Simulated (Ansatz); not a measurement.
Input deck for Ansatz 0.2.0, then the block of the output on the nuclei.

The cell is a Materials Project structure (computed, not necessarily an observed phase), atoms as given.

```yaml
crystal:
  lattice:
    - [3.806330618, 0.0, 0.0]
    - [-1.903165309, 3.2963790104, 0.0]
    - [0.0, 0.0, 24.91097672]
  atoms:
    - { symbol: Zn, position: [0.3333333333, 0.6666666667, 0.1248427] }
    - { symbol: Zn, position: [0.0, 0.0, 0.0002512] }
    - { symbol: Zn, position: [0.6666666667, 0.3333333333, 0.62480889] }
    - { symbol: Zn, position: [0.6666666667, 0.3333333333, 0.8752558] }
    - { symbol: Zn, position: [0.0, 0.0, 0.75001024] }
    - { symbol: Zn, position: [0.3333333333, 0.6666666667, 0.37527448] }
    - { symbol: Zn, position: [0.0, 0.0, 0.49995907] }
    - { symbol: Zn, position: [0.6666666667, 0.3333333333, 0.2499696] }
    - { symbol: S, position: [0.6666666667, 0.3333333333, 0.34388891] }
    - { symbol: S, position: [0.6666666667, 0.3333333333, 0.9690531] }
    - { symbol: S, position: [0.3333333333, 0.6666666667, 0.21848797] }
    - { symbol: S, position: [0.0, 0.0, 0.59353552] }
    - { symbol: S, position: [0.0, 0.0, 0.09379009] }
    - { symbol: S, position: [0.0, 0.0, 0.84379911] }
    - { symbol: S, position: [0.3333333333, 0.6666666667, 0.46887757] }
    - { symbol: S, position: [0.6666666667, 0.3333333333, 0.71859274] }
kpoints:
  mp_grid: { grid: [8, 8, 2] }
scf:
  occupations: { method: fermi_dirac, width: 0.02 }
hamiltonian:
  xc: r2scan
  pseudopotentials: { kind: paw, frozen_core: stored }
output:
  forces: true
  stress: true
  populations: true
  efg: { quadrupole_moments_barn: { Zn: 0.122, S: -0.0694 } }
```

```sh
ansatz run input.yaml --threads 1 --pin off --max-ram 3072MiB --backend cpu --events-out ev --progress --plain --runs-dir out
```

Of the output, the block on the nuclei alone is shown; the set-up, the SCF iterations, energies, forces and stress are cut. One atom of each set with nearly equal values is shown.

```
--- PAW observables at the nuclei: V_zz in 10²¹ V/m², potentials from the cell's mean, atoms counted from 1 ---
  atom   1  Zn V_zz =    +0.096160   η = 0.0000   by run symmetry: allowed   C_q = +0.2837 MHz
            electrostatic potential = -3942.428583 V   contact ρ = none
  atom   2  Zn V_zz =    +0.049740   η = 0.0000   by run symmetry: allowed   C_q = +0.1467 MHz
            electrostatic potential = -3942.445939 V   contact ρ = none
  atom   3  Zn V_zz =    +0.005062   η = 0.0000   by run symmetry: allowed   C_q = +0.0149 MHz
            electrostatic potential = -3942.418758 V   contact ρ = none
  atom   4  Zn V_zz =    +0.002037   η = 0.0000   by run symmetry: allowed   C_q = +0.0060 MHz
            electrostatic potential = -3942.444610 V   contact ρ = none
  atom   5  Zn V_zz =    +0.036761   η = 0.0000   by run symmetry: allowed   C_q = +0.1084 MHz
            electrostatic potential = -3942.437261 V   contact ρ = none
  atom   7  Zn V_zz =    +0.056810   η = 0.0000   by run symmetry: allowed   C_q = +0.1676 MHz
            electrostatic potential = -3942.420760 V   contact ρ = none
  atom   8  Zn V_zz =    +0.008440   η = 0.0000   by run symmetry: allowed   C_q = +0.0249 MHz
            electrostatic potential = -3942.434215 V   contact ρ = none
  atom   9  S  V_zz =    +0.251100   η = 0.0000   by run symmetry: allowed   C_q = -0.4214 MHz
            electrostatic potential = -1632.785960 V   contact ρ = none
  atom  10  S  V_zz =    +0.194122   η = 0.0000   by run symmetry: allowed   C_q = -0.3258 MHz
            electrostatic potential = -1632.785638 V   contact ρ = none
  atom  11  S  V_zz =    +0.096271   η = 0.0000   by run symmetry: allowed   C_q = -0.1616 MHz
            electrostatic potential = -1632.769801 V   contact ρ = none
  atom  12  S  V_zz =    +0.029039   η = 0.0000   by run symmetry: allowed   C_q = -0.0487 MHz
            electrostatic potential = -1632.755331 V   contact ρ = none
  atom  13  S  V_zz =    -0.034811   η = 0.0000   by run symmetry: allowed   C_q = +0.0584 MHz
            electrostatic potential = -1632.762506 V   contact ρ = none
  atom  14  S  V_zz =    +0.285091   η = 0.0000   by run symmetry: allowed   C_q = -0.4784 MHz
            electrostatic potential = -1632.784070 V   contact ρ = none
  atom  15  S  V_zz =    -0.005469   η = 0.0000   by run symmetry: allowed   C_q = +0.0092 MHz
            electrostatic potential = -1632.754211 V   contact ρ = none
```

The run took 70 s of wall time (70 s of CPU time) and 1.4 GiB at its peak, on 1 thread of Intel Xeon 6975P-C (Granite Rapids) (x86_64; 24 cores open to the job, memory cap 3.0 GiB, no GPU), a shared host with a load of 0.4 a core.
